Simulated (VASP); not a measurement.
# Settings for PbO: self-consistent run

PbO, P4/nmm (no. 129), 4 atoms in the cell. PBE0; PAW potentials Pb_d, O (PBE set). VASP 6.6.1.

Wanted: energy within 0.2 meV/atom; levels at the zone centre within 0.003 eV.

What the run is for: comparing ways to start; Accuracy asked: tight.

Levels at the zone centre: counted from the valence top at that point.

POSCAR:
```
PbO
1.0
    3.9900000000      0.0000000000      0.0000000000
    0.0000000000      3.9900000000      0.0000000000
    0.0000000000      0.0000000000      5.0100000000
Pb O
2 2
Direct
    0.5000000000      0.0000000000      0.7600000000
    0.0000000000      0.5000000000      0.2400000000
    0.5000000000      0.5000000000      0.0000000000
    0.0000000000      0.0000000000      0.0000000000
```

## How the run starts (with a second run first, the time holds both)

| How the run starts (with a second run first, the time holds both) | Energy less reference (meV/atom) | Levels at the zone centre, largest deviation (eV) | Time (s) |
|---|---|---|---|
| from scratch: 21 SCF iterations | 0.00 | 0.0000 | 1741 |
| PBE orbitals (WAVECAR): 14 + 10 SCF iterations | 0.00 | 0.0003 | 1139 |
| PBE density (CHGCAR): 14 + 14 SCF iterations | 0.00 | 0.0003 | 1076 |
| loose PBE orbitals: 11 + 9 SCF iterations | 0.00 | 0.0001 | 1024 |
| coarse exchange grid first: 14 + 6 + 5 SCF iterations | 0.00 | 0.0003 | 648 |

Chosen: coarse exchange grid first: 14 + 6 + 5 SCF iterations, the fastest of those that stay within half of the tolerance.

## All choices together

| Input | Energy less reference (meV/atom) | Levels at the zone centre, largest deviation (eV) | Time (s) |
|---|---|---|---|
| chosen settings | 0.00 | 0.0003 | 648 |
| reference settings throughout | 0.00 | 0.0000 | 1741 |

The tolerance is met.

Values of the reference run: Levels at the zone centre: -2.103, 0, 3.972 eV from the valence top at Gamma.

## The input

INCAR.step1:
```
ALGO = Normal
EDIFF = 1E-5
EFERMI = MIDGAP
ENCUT = 520
GGA = PE
GGA_COMPAT = F
ISIF = 2
ISMEAR = 0
KPAR = 2
LASPH = T
LCHARG = T
LREAL = F
LWAVE = T
NELM = 120
PREC = Accurate
SIGMA = 0.03
```

INCAR.step2, as INCAR.step1 but for:
```
- EDIFF = 1E-5
+ AEXX = 0.25
+ EDIFF = 1E-4
+ ISTART = 1
+ LHFCALC = T
+ NKRED = 2
+ PRECFOCK = Fast
```

INCAR.step3, as INCAR.step2 but for:
```
- EDIFF = 1E-4
- LCHARG = T
- LWAVE = T
- NKRED = 2
- PRECFOCK = Fast
+ EDIFF = 1E-6
+ LCHARG = F
+ LWAVE = F
+ PRECFOCK = Normal
```

KPOINTS:
```
k-points
0
Gamma
  4 4 4
```

Commands (each step's output is kept before the next begins):
```
cat potpaw_PBE.64/Pb_d/POTCAR potpaw_PBE.64/O/POTCAR > POTCAR
cp INCAR.step1 INCAR
mpirun -np 2 vasp_std > vasp.out
cp INCAR.step2 INCAR
mpirun -np 2 vasp_std > vasp.out
cp INCAR.step3 INCAR
mpirun -np 2 vasp_std > vasp.out
```

The chosen input took VASP 6.6.1 648 s on 2 cores (Intel Xeon 6975P-C (Granite Rapids)), a shared host.
